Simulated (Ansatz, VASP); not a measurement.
# One calculation of TiC, two programs

```
Ti C
1.0
     3.02139    0.00000    0.00000
     1.51070    2.61660    0.00000
     1.51070    0.87220    2.46696
Ti C
1 1
Direct
  0.00000 0.00000 0.00000
  0.50000 0.50000 0.50000
```

Change from the starting cell: volume scaled by 0.96.

Alike in both runs: task single point; functional LDA; k mesh 11 × 11 × 11; occupations fermi-dirac, width 0.05 eV; no spin polarisation.

|  | VASP | Ansatz |
| --- | --- | --- |
| version | VASP 6.6.1 | Ansatz 0.2.0 |
| potentials or method | VASP PAW LDA potentials, release 64 (Ti_sv, C), cutoff 520 eV | all-electron LAPW, scalar-relativistic |

```csv
,VASP,Ansatz,Ansatz less VASP
gap on the k mesh at the Fermi level (eV),none,none,-
pressure (GPa),-1.6,-2.2,-0.57
```

A gap of «none» marks a metal or a gap that the smearing closes. Ansatz ran all-electron here, so the differences hold the error of VASP's frozen core and of both bases.
